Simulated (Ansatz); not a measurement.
Predict the output of the script below (Ansatz's Python interface).

`knbo3_elastic.py`:
```python
"""Elastic constants of KNbO3."""

from dataclasses import dataclass

import ansatz as az
import numpy as np
from pymatgen.core import Lattice, Structure
from pymatgen.io.ase import AseAtomsAdaptor


@dataclass
class Settings:
    occupations: str = "fixed"
    mesh: tuple[int, ...] = (6, 6, 6)


opts = Settings()

pmg_structure = Structure(
    Lattice([(4.029183, 0.0, 0.0), (0.0, 4.029183, 0.0), (0.0, 0.0, 4.029183)]),
    ["K", "Nb", "O", "O", "O"],
    [
        (0.0, 0.0, 0.0),
        (0.5, 0.5, 0.5),
        (0.0, 0.5, 0.5),
        (0.5, 0.0, 0.5),
        (0.5, 0.5, 0.0),
    ],
)
structure = az.Crystal.from_ase(AseAtomsAdaptor.get_atoms(pmg_structure))

calculation = structure.calculation().occupations(opts.occupations).kpoints(*opts.mesh)
outcome = calculation.elastic("clamped_ion").run(threads=1)
elastic = outcome.elastic

print(np.array2string(np.round(elastic.c_gpa, 1) + 0.0, suppress_small=True))
print("Voigt stress of the unstrained cell (GPa, tension positive):", np.round(elastic.sigma0_gpa, 3) + 0.0)
print("smallest eigenvalue of C:", round(elastic.stability.min_eigenvalue_gpa, 1), "GPa; tensor positive definite:", elastic.stability.min_eigenvalue_gpa > 0)
# averaged moduli need a positive definite tensor
if elastic.stability.min_eigenvalue_gpa > 0:
    for name, value in elastic.moduli.to_plain().items():
        print(f"{name:14s} {value:9.3f}")
    S = np.linalg.inv(elastic.c_gpa)
    print("Young modulus along x, y, z (GPa):", np.round(1 / np.diag(S)[:3], 1))
    print("linear compressibility along x, y, z (1/TPa):", np.round(1000 * S[:3, :3].sum(axis=1), 2))
```

Running `python knbo3_elastic.py` prints:
```text
DeckWarning: basis.ecutwfc = 420 eV, auto-derived from the records' recommended cutoffs: set by K (normal level)
[[376.8  73.   73.    0.    0.    0. ]
 [ 73.  376.8  73.    0.    0.    0. ]
 [ 73.   73.  376.8   0.    0.    0. ]
 [  0.    0.    0.   93.    0.    0. ]
 [  0.    0.    0.    0.   93.    0. ]
 [  0.    0.    0.    0.    0.   93. ]]
Voigt stress of the unstrained cell (GPa, tension positive): [0.365 0.365 0.365 0.    0.    0.   ]
smallest eigenvalue of C: 93.0 GPa; tensor positive definite: True
k_voigt_gpa      174.311
k_reuss_gpa      174.311
k_hill_gpa       174.311
g_voigt_gpa      116.571
g_reuss_gpa      110.090
g_hill_gpa       113.330
youngs_gpa       279.433
poisson            0.233
Young modulus along x, y, z (GPa): [353.1 353.1 353.1]
linear compressibility along x, y, z (1/TPa): [1.91 1.91 1.91]
```
(Warnings from the package without file and line.)

The run is spin-unpolarised. Under fixed occupations the level called the Fermi level is the highest filled one on the SCF mesh; off the mesh a filled band can lie a little above it. A positive definite tensor excludes instabilities under uniform strain alone; phonons elsewhere in the zone can still be imaginary. This is a high-temperature or high-pressure form, not the ambient phase. No functional is typed, so the default, PBE, holds. These are clamped-ion constants: where atoms have free coordinates under strain, the relaxed-ion ones can be far smaller or negative, so this tensor doesn't settle whether the crystal is stable. This cell is a computed structure, which may not be the phase found in nature. The constants belong to the cell that was strained; where it wasn't relaxed first it may be under stress. Processor time in the engine: 25 s on 1 thread of Intel(R) Xeon(R) Processor @ 2.30GHz (shared host), peak memory 0.63 GiB.

(A comment or docstring line of the script was reworded after the run, the code is as it ran.)
